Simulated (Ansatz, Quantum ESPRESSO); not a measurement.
**Moving the pressure in FeO**

The cell as given:

It takes space group Fm-3m (No. 225, cubic). The conventional cell has a = 4.311 Å, b = 4.311 Å, c = 4.311 Å, α = 90.00°, β = 90.00°, γ = 90.00°. Around Fe (site symmetry m-3m) lie 6 O at 2.16 Å. O (site symmetry m-3m) has 6 Fe at 2.16 Å as nearest neighbours.

Kept alike: task relaxation of cell and atoms; functional PBEsol; k mesh 11 × 11 × 11; occupations fermi-dirac, width 0.05 eV; collinear spin, ferromagnetic start. Program: Quantum ESPRESSO, GBRV 1.5 PBEsol, cutoff 871 eV. The mesh is that of the run's cell of 2 atoms. No spin-orbit coupling.

| pressure, P (GPa) | volume (Å³/atom) | largest site moment (μB) |
| --- | --- | --- |
| 0 | 9.574 | 3.43 |
| 2 | 9.484 | 3.43 |
| 5 | 9.359 | 3.42 |
| 10 | 9.167 | 3.41 |
| 20 | 8.813 | 3.35 |

The relaxations keep at least the cell's symmetry (Fm-3m). For a metal such a mesh leaves the last digits unconverged. The measured crystal is an antiferromagnetic insulator; a metallic or parallel state is the runs' own. Runs of this series that gave no sound value for these columns are left out. The runs follow the start's structure, whether or not it is the stable one at these pressures. P is the pressure aimed at, which the runs meet within some hundredths to tenths of a GPa. The runs hold the magnetic state that their start led to, which needn't be the lowest. Site moments count inside each atom's sphere or projector.

The volume falls from 9.574 to 8.813 Å³/atom between 0 and 20 GPa. The volume falls ever more slowly, since the solid stiffens under load. At the pressures aimed at, which the runs meet within some tenths of a GPa, the step from 0 to 5 GPa gives a mean bulk modulus near 220 GPa, the last step 254 GPa. A twin series (Ansatz, all-electron LAPW, scalar-relativistic) moves it by -0.8204 between 0 and 20, against -0.7610 Å³/atom here. The largest site moment falls from 3.43 to 3.35 μB between 0 and 20 GPa. A twin series (Ansatz, all-electron LAPW, scalar-relativistic) moves it by -0.142 between 0 and 20, against -0.086 μB here.
